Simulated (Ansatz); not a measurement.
# AlAs: pressure up to the limit of the methods

An exercise on one series of results from a longer session: the logs are not shown, and one member is left open.

Program: Ansatz 0.2.0. Level of theory: DFT, r2SCAN, PAW with Ansatz's default frozen-core files, scalar-relativistic. These are calculated values, not measurements.

## Starting point

It takes space group F-43m (No. 216, cubic). The conventional cell has a = 5.786 Å, b = 5.786 Å, c = 5.786 Å, α = 90.00°, β = 90.00°, γ = 90.00°. Around Al (site symmetry -43m) lie 4 As at 2.51 Å. Around As (site symmetry -43m) lie 4 Al at 2.51 Å.

As a file:

```xyz
2
Lattice="0.0000 2.8930 2.8930 2.8930 0.0000 2.8930 2.8930 2.8930 0.0000" Properties=species:S:1:pos:R:3 pbc="T T T"
Al    0.0000    0.0000    0.0000
As    1.4465    1.4465    1.4465
```

Whether this phase is the stable one at these pressures isn't tested.

Atoms are numbered in the order of the input: Al1, As2.

The first run:

The input, input.yaml:

```yaml
crystal:
  lattice:
    - [0.0, 2.892969766, 2.892969766]
    - [2.892969766, 0.0, 2.892969766]
    - [2.892969766, 2.892969766, 0.0]
  atoms:
    - { symbol: Al, position: [0.0, 0.0, 0.0] }
    - { symbol: As, position: [0.25, 0.25, 0.25] }
kpoints:
  mp_grid: { grid: [11, 11, 11] }
scf:
  occupations: { method: fermi_dirac, width: 0.08 }
hamiltonian:
  xc: r2scan
  pseudopotentials: { kind: paw }
output:
  forces: true
  stress: true
relax:
  f_tol: 0.005
  max_steps: 40
  cell: {}
```

Launch:

```bash
$ ansatz run input.yaml --threads 1 --pin off --max-ram 2048MiB --backend cpu --events-out ev --progress --plain --runs-dir out
```

Steps of the session up to this table: Cell relaxed at zero pressure, PAW; Volume scaled by 1, PAW; Volume scaled by 0.94, PAW; Volume scaled by 0.88, PAW; Volume scaled by 0.8, PAW; Volume scaled by 0.72, PAW; Volume scaled by 0.64, PAW; Volume scaled by 0.55, PAW; Volume scaled by 0.55, PAW (cutoff 800 eV).

One of the session's tables, all rows but one given; the rest of the session is left out.

| method | volume over the first | volume (Å³/atom) | pressure (GPa) | gap on the k mesh (eV) |
| --- | --- | --- | --- | --- |
| PAW | 1 | 22.878 | 0.01 | 1.86 |
| PAW | 0.94 | 21.506 | 5.36 | 1.77 |
| PAW | 0.88 | 20.133 | 12.67 | 1.65 |
| PAW | 0.8 | 18.303 | 26.80 | 1.46 |
| PAW | 0.72 | 16.472 | 48.59 | 1.19 |
| PAW | 0.64 | 14.642 | 82.97 | 0.84 |
| PAW | 0.55 | 12.583 | 148.24 | 0.31 |
| PAW (cutoff 800 eV) | 0.55 | ? | ? | ? |

**Question.** Estimate the row for PAW (cutoff 800 eV), 0.55.

The run gave: volume (Å³/atom): 12.583; pressure (GPa): 148.22; gap on the k mesh (eV): 0.31.
